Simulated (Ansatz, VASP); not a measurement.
# ZnS: VASP beside Ansatz

```xyz
2
Lattice="2.8658 0.0000 0.0000 0.0000 2.8658 0.0000 0.0000 0.0000 2.8658" Properties=species:S:1:pos:R:3 pbc="T T T"
Zn    0.0000    0.0000    0.0000
S     1.4329    1.4329    1.4329
```

Change from the starting cell: volume scaled by 0.72, LAPW.

Alike in both runs: task single point; functional PBE; k mesh 15 × 15 × 15; occupations fermi-dirac, width 0.1 eV; no spin polarisation.

|  | VASP | Ansatz |
| --- | --- | --- |
| version | VASP 6.6.1 | Ansatz 0.2.0 |
| potentials or method | VASP PAW PBE potentials, release 64 (Zn, S), cutoff 520 eV | all-electron LAPW, scalar-relativistic |

```csv
,VASP,Ansatz,Ansatz less VASP
pressure (GPa),51.6,51.1,-0.44
```

Ansatz ran all-electron here, so the differences hold the error of VASP's frozen core and of both bases.

Caveats: so large a pressure means that the cell lies far from this level's equilibrium, or that cutoff or potentials fall short (VASP).
